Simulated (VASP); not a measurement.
# MoS2 in VASP: further runs

One slab, MoS2, is run at these levels: PBEsol; tasks: single point.

Everything below comes from runs of VASP 6.6.1. Logs are shortened: lines on timing, memory, paths and dates and some standing lists are left out, and cuts for length are marked.

### 1 The slab as given

The cell holds a slab with vacuum, 3 atoms: a = 3.169 Å, b = 3.169 Å, c = 15.130 Å, α = 90.00°, β = 90.00°, γ = 120.00°.

### 2 Single point, PBEsol

File INCAR:

```
SYSTEM = MoS2
PREC = Accurate
ENCUT = 280
EDIFF = 1E-7
ISMEAR = 0
SIGMA = 0.05
LREAL = .FALSE.
LASPH = .TRUE.
NELM = 120
ALGO = Normal
ISIF = 2
LWAVE = .FALSE.
LCHARG = .FALSE.
LDIPOL = .TRUE.
IDIPOL = 3
DIPOL = 0.5 0.5 0.500
GGA = PS
NBANDS = 24
LVHAR = .TRUE.
LVACPOTAV = .TRUE.
```

File KPOINTS:

```
Automatic mesh
0
G
  8 8 1
  0 0 0
```

File POSCAR:

```
MoS2
1.0
    3.1690000000      0.0000000000      0.0000000000
   -1.5845000000      2.7444345000      0.0000000000
    0.0000000000      0.0000000000     15.1302960000
S Mo
2 1
Direct
    0.3333333333      0.6666666667      0.3965553615
    0.3333333333      0.6666666667      0.6034446385
    0.6666666667      0.3333333333      0.5000000000
```

Potentials or basis: VASP PAW PBE potentials, release 64 (S, Mo_sv).

Launch:

```console
$ cat potpaw_PBE.64/S/POTCAR potpaw_PBE.64/Mo_sv/POTCAR > POTCAR
$ mpirun -np 1 vasp_std > vasp.out
```

OUTCAR:

```text
SYSTEM = MoS2
   PREC = Accurate
   ENCUT = 280
   EDIFF = 1E-7
   ISMEAR = 0
   LREAL = .FALSE.
   LASPH = .TRUE.
   NELM = 120
   ISIF = 2
   GGA = PS

 Found     10 irreducible k-points:

 Following reciprocal coordinates:
            Coordinates               Weight
  0.000000  0.000000  0.000000      1.000000
  0.125000  0.000000  0.000000      6.000000
  0.250000  0.000000  0.000000      6.000000
  0.375000 -0.000000  0.000000      6.000000
  0.500000  0.000000  0.000000      3.000000
  0.125000  0.125000  0.000000      6.000000
   k-points           NKPTS =     10   k-points in BZ     NKDIM =     10   number of bands    NBANDS=     24
   number of dos      NEDOS =    301   number of ions     NIONS =      3
   total plane-waves  NPLWV =  27216
   dimension x,y,z NGX =    18 NGY =   18 NGZ =   84
   dimension x,y,z NGXF=    36 NGYF=   36 NGZF=  168
   ions per type =               2   1
   NGX,Y,Z   is equivalent  to a cutoff of   9.44,  9.44,  9.23 a.u.
   NGXF,Y,Z  is equivalent  to a cutoff of  18.89, 18.89, 18.46 a.u.
 SYSTEM =  MoS2
   PREC   = accura    normal or accurate (medium, high low for compatibility)
   ISTART =      0    job   : 0-new  1-cont  2-samecut
   ICHARG =      2    charge: 1-file 2-atom 10-const
   ISPIN  =      1    spin polarized calculation?
   LNONCOLLINEAR =      F non collinear calculations
   LSORBIT =      F    spin-orbit coupling
   LASPH  =      T    aspherical Exc in radial PAW
   ENCUT  =  280.0 eV  20.58 Ry    4.54 a.u.   4.32  4.32 20.64*2*pi/ulx,y,z
   NELM   =    120;   NELMIN=  2; NELMDL= -5     # of ELM steps
   EDIFF  = 0.1E-06   stopping-criterion for ELM
   LREAL  =      F    real-space projection
   EDIFFG = 0.1E-05   stopping-criterion for IOM
   NSW    =      0    number of steps for IOM
   IBRION =     -1    ionic relax: 0-MD 1-quasi-New 2-CG
   NFREE  =      0    steps in history (QN), initial steepest desc. (CG)
   ISIF   =      2    stress and relaxation
   ISYM   =      2    0-nonsym 1-usesym 2-fastsym
   POTIM  = 0.5000    time-step for ionic-motion
   TEBEG  =    0.0;   TEEND  =   0.0 temperature during run
   PSTRESS=    0.0 pullay stress
   NELECT =      26.0000    total number of electrons
   NUPDOWN=      -1.0000    fix difference up-down
   EMIN   =  10.00;   EMAX   =-10.00  energy-range for DOS
   EFERMI =   0.00;   METHOD = LEGACY
   ISMEAR =     0;   SIGMA  =   0.05  broadening in eV -4-tet -1-fermi 0-gaus
   EFERMI_NEDOS =   21; number of points for ismear=-14 and -15
   IALGO  =     38    algorithm
   IMIX   =      4    mixing-type and parameters
     AMIX     =   0.40;   BMIX     =  1.00
     AMIX_MAG =   1.60;   BMIX_MAG =  1.00
  volume/ion in A,a.u.               =      43.86       296.00
  Fermi-wavevector in a.u.,A,eV,Ry     =   0.953510  1.801872 12.370154  0.909181
  Thomas-Fermi vector in A             =   2.082171
   LORBIT       =      0    0 simple, 1 ext, 2 COOP (PROOUT), +10 PAW based schemes
   GGA     = PS    functional components
   LHFCALC =     F    Hartree Fock is set to
   AEXX    =    0.0000 exact exchange contribution
   IVDW    =     0    specifies the selected vdW correction
   LEPSILON=     F    determine dielectric tensor
   LRPA    =     F    only Hartree local field effects (RPA)
 non-spin polarized calculation
 Gauss-broadening in eV      SIGMA  =   0.05
  energy-cutoff  :      280.00
  volume of cell :      131.59
 maximum number of plane-waves:      1427
 NGX is ok and might be reduce to    18
   NGX =  9   NGY =  9   NGZ = 41

 dipolmoment           0.000000      0.000000     -0.000000 electrons x Angstroem

 number of electron      26.0000009 magnetization

 dipolmoment           0.000000      0.000000      0.000000 electrons x Angstroem

 Free energy of the ion-electron system (eV)
  ---------------------------------------------------
  ext. energy  EPLUGINS =         0.00000000
  ---------------------------------------------------
  free energy    TOTEN  =       -23.39957532 eV

  energy without entropy =      -23.39957532  energy(sigma->0) =      -23.39957532

 E-fermi :  -0.4912     XC(G=0):  -5.0812

 val. band max:       -0.8151766454   @ k =   0.0000   0.0000   0.0000
 cond. band min:       1.1331226599   @ k =   0.3750   0.2500   0.0000
 fundamental gap:      1.9482993054
 Fermi energy:        -0.4912284541

 k-point     1 :       0.0000    0.0000    0.0000
  band No.  band energies     occupation
      1     -61.4847      2.00000
      2     -35.6959      2.00000
      3     -35.4640      2.00000
      4     -35.4640      2.00000
      5     -14.8812      2.00000
      6     -13.5616      2.00000
      7      -6.4547      2.00000
      8      -3.3611      2.00000
      9      -3.3611      2.00000
     10      -2.5799      2.00000
     11      -2.2374      2.00000
     12      -2.2374      2.00000
     13      -0.8152      2.00000
     14       2.0381      0.00000
     15       2.0381      0.00000
     16       2.2929      0.00000
     17       2.2929      0.00000
     18       4.6106      0.00000
     19       5.1597      0.00000
     20       5.4705      0.00000
     21       6.6356      0.00000
     22       8.2705      0.00000
     23       8.7392      0.00000
     24      10.1728      0.00000

 k-point     2 :       0.1250    0.0000    0.0000
  band No.  band energies     occupation
      1     -61.4787      2.00000
      2     -35.6844      2.00000
      3     -35.5230      2.00000
      4     -35.4774      2.00000
      5     -14.6477      2.00000
      6     -13.4648      2.00000
      7      -6.1958      2.00000
      8      -3.8497      2.00000
      9      -3.3765      2.00000
     10      -3.1194      2.00000
     11      -2.5852      2.00000
     12      -1.8334      2.00000
     13      -0.9456      2.00000
     14       1.7519      0.00000
     15       1.8223      0.00000
     16       2.0455      0.00000
     17       2.4153      0.00000
     18       4.9783      0.00000
     19       5.4589      0.00000
     20       6.3727      0.00000
     21       7.0242      0.00000
     22       8.9382      0.00000
     23       9.2293      0.00000
     24       9.4021      0.00000

 k-point     3 :       0.2500    0.0000    0.0000
  band No.  band energies     occupation
      1     -61.4644      2.00000
      2     -35.6632      2.00000
      3     -35.6563      2.00000
      4     -35.5096      2.00000
      5     -14.0306      2.00000
      6     -13.2108      2.00000
      7      -5.8082      2.00000
      8      -4.6002      2.00000
      9      -4.3772      2.00000
     10      -3.2374      2.00000
     11      -2.5160      2.00000
     12      -2.1064      2.00000
     13      -1.5215      2.00000
     14       1.4045      0.00000
     15       1.6267      0.00000
     16       2.1642      0.00000
     17       3.0674      0.00000
     18       5.8136      0.00000
     19       6.2671      0.00000
     20       7.2798      0.00000
     21       8.1053      0.00000
     22       8.3812      0.00000
     23       8.8645      0.00000
     24       9.7919      0.00000

 k-point     4 :       0.3750   -0.0000    0.0000
  band No.  band energies     occupation
      1     -61.4502      2.00000
      2     -35.8003      2.00000
      3     -35.6281      2.00000
      4     -35.5416      2.00000
      5     -13.2993      2.00000
      6     -12.9193      2.00000
      7      -6.2659      2.00000
      8      -5.2536      2.00000
      9      -4.7335      2.00000
     10      -3.7447      2.00000
     11      -2.5296      2.00000
     12      -1.9192      2.00000
     13      -1.7196      2.00000
     14       1.4803      0.00000
     15       1.7247      0.00000
     16       2.8589      0.00000
     17       3.4765      0.00000
     18       6.3993      0.00000
     19       6.9504      0.00000
     20       6.9713      0.00000
     21       7.9304      0.00000
     22       8.1908      0.00000
     23       9.5164      0.00000
     24       9.8492      0.00000

 k-point     5 :       0.5000    0.0000    0.0000
  band No.  band energies     occupation
      1     -61.4442      2.00000
      2     -35.8562      2.00000
      3     -35.6164      2.00000
      4     -35.5548      2.00000
      5     -12.9420      2.00000
      6     -12.7838      2.00000
      7      -6.6161      2.00000
      8      -5.6200      2.00000
      9      -4.8721      2.00000
     10      -3.9283      2.00000
     11      -2.6715      2.00000
     12      -1.6954      2.00000
     13      -1.4209      2.00000
     14       1.5370      0.00000
     15       2.0409      0.00000
     16       3.1156      0.00000
     17       3.5939      0.00000
     18       5.3797      0.00000
     19       7.1099      0.00000
     20       7.4826      0.00000
     21       8.2715      0.00000
     22       8.9612      0.00000
     23       9.7770      0.00000
     24       9.9271      0.00000

 k-point     6 :       0.1250    0.1250    0.0000
  band No.  band energies     occupation
      1     -61.4685      2.00000
      2     -35.6646      2.00000
      3     -35.6160      2.00000
      4     -35.5068      2.00000
      5     -14.2210      2.00000
      6     -13.2879      2.00000
      7      -5.8262      2.00000
      8      -4.4386      2.00000
      9      -3.9523      2.00000
     10      -3.4345      2.00000
     11      -2.7723      2.00000
     12      -1.6885      2.00000
     13      -1.3144      2.00000
     14       1.3264      0.00000
     15       1.7464      0.00000
     16       1.7465      0.00000
     17       3.0436      0.00000
     18       5.5783      0.00000
     19       6.0254      0.00000
     20       7.2728      0.00000
     21       8.1083      0.00000
     22       8.9020      0.00000
     23       9.1354      0.00000
     24       9.5958      0.00000

 [... further k-points ...]

------------------------ aborting loop because EDIFF is reached ----------------------------------------

  FORCE on cell =-STRESS in cart. coord.  units (eV):
  Direction    XX          YY          ZZ          XY          YZ          ZX
  --------------------------------------------------------------------------------------
  -------------------------------------------------------------------------------------
  Total       -1.3776117     -1.3776117     -1.2227352      0.0000000      0.0000000      0.0000000
  in kB      -16.7731590    -16.7731589    -14.8874554      0.0000000      0.0000000      0.0000000
  external PRESSURE =     -16.1445911 kB  Pullay stress =       0.0000000 kB

 VOLUME and BASIS-vectors are now :
 -----------------------------------------------------------------------------
  energy-cutoff  :      280.00
  volume of cell :      131.59
      direct lattice vectors                 reciprocal lattice vectors
     3.169000000  0.000000000  0.000000000     0.315556958  0.182186895  0.000000000
    -1.584500000  2.744434500  0.000000000     0.000000000  0.364373790  0.000000000
     0.000000000  0.000000000 15.130296000     0.000000000  0.000000000  0.066092560

 POSITION                                       TOTAL-FORCE (eV/Angst)
 -----------------------------------------------------------------------------------
     -0.00000      1.82962      6.00000         0.000000      0.000000      0.295381
     -0.00000      1.82962      9.13030         0.000000      0.000000     -0.295381
      1.58450      0.91481      7.56515        -0.000000     -0.000000      0.000000
 -----------------------------------------------------------------------------------
    total drift:                               -0.000000      0.000000      0.000000

  FREE ENERGIE OF THE ION-ELECTRON SYSTEM (eV)
  ---------------------------------------------------
  free  energy   TOTEN  =       -23.3995753157 eV

  energy  without entropy=      -23.3995753157  energy(sigma->0) =      -23.39957532

 vacuum level on the upper side and lower side of the slab         5.173         5.173
```

It took 17 s on 1 thread of Intel Xeon Platinum 8488C (Sapphire Rapids), shared host; peak memory 0.16 GiB.

These settings aren't checked as converged: the numbers below hold their error.

What came out:

```yaml
Free_energy: -23.3996 eV
Largest_force: 0.295 eV/Å
Band_gap_on_the_k_mesh: 1.95 eV, indirect (least direct gap 2.04 eV)
Ionisation_potential_of_the_upper_face: 5.99 eV
```

Caveat: the cutoff is under 1.25 times the usual one of these potentials, so pressure, stress and relaxed cells hold a basis-set (Pulay) error; the PAW data sets were made with another functional, which shifts forces and pressure a little.

### 3 Single point, PBEsol

This run uses another cell than the first one, of 20.67 Å³/atom, 0.471 times its volume.

Changes to INCAR since step 2:

```diff
@@ -2,3 +2,3 @@
 PREC = Accurate
-ENCUT = 280
+ENCUT = 460
 EDIFF = 1E-7
```

File KPOINTS:

```
Automatic mesh
0
G
  10 10 1
  0 0 0
```

File POSCAR:

```
MoS2
1.0
    3.1690000000      0.0000000000      0.0000000000
   -1.5845000000      2.7444345000      0.0000000000
    0.0000000000      0.0000000000      7.1302960000
S Mo
2 1
Direct
    0.3333333333      0.6666666667      0.2804932642
    0.3333333333      0.6666666667      0.7195067358
    0.6666666667      0.3333333333      0.5000000000
```

Potentials or basis: VASP PAW PBE potentials, release 64 (S, Mo_sv).

Launch:

```console
$ cat potpaw_PBE.64/S/POTCAR potpaw_PBE.64/Mo_sv/POTCAR > POTCAR
$ mpirun -np 1 vasp_std > vasp.out
```

Run time: 14 s. Hardware: 1 thread of Intel Xeon Platinum 8488C (Sapphire Rapids), shared host; peak memory 0.17 GiB.

The run converged, but some of its settings lie outside the range that counts as converged, so its numbers aren't taken as properties of the slab.

Results:

```yaml
Free_energy: -23.2763 eV
Largest_force: 0.326 eV/Å
Band_gap_on_the_k_mesh: 1.96 eV, indirect (least direct gap 2.00 eV)
```

Caveat: the PAW data sets were made with another functional, which shifts forces and pressure a little.

[end of part 1 of 2]
